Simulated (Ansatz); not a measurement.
## RuO2, response to strain

Base system: RuO$_{2}$ in the rutile structure (space group P4_2/mnm, No. 136; a = 4.480 Å, c = 3.107 Å).

Strains are applied to the cell and any free atomic positions relax.

Method: r2SCAN (Ansatz, a first-principles code), scalar-relativistic without spin-orbit coupling.

Notes on the quantities. pressure: mean of the normal stresses, compression positive.

```csv
isotropic strain (%),pressure (GPa)
-0.17,1.5
0,0.0
0.67,?
0.91,-7.4
```

### Question
Fit P = P₀ − Bδ with δ = (1 + ε)³ − 1 to the rows shown and predict the withheld row.

### Answer
Least squares on the printed values gives P₀ = 0.1 GPa, B = 271 GPa (a mean over the range) (at held cell shape) (largest residual 0.1 GPa); this predicts -5.4 GPa, and the run gives -5.5 GPa, in agreement.

Whether these cells are dynamically stable was not tested. Starting moments died away, wholly or in part, for the base; another magnetic solution may exist. No Hubbard U is applied, and correlation can decide whether such a compound is a metal. All final runs are without spin polarisation.
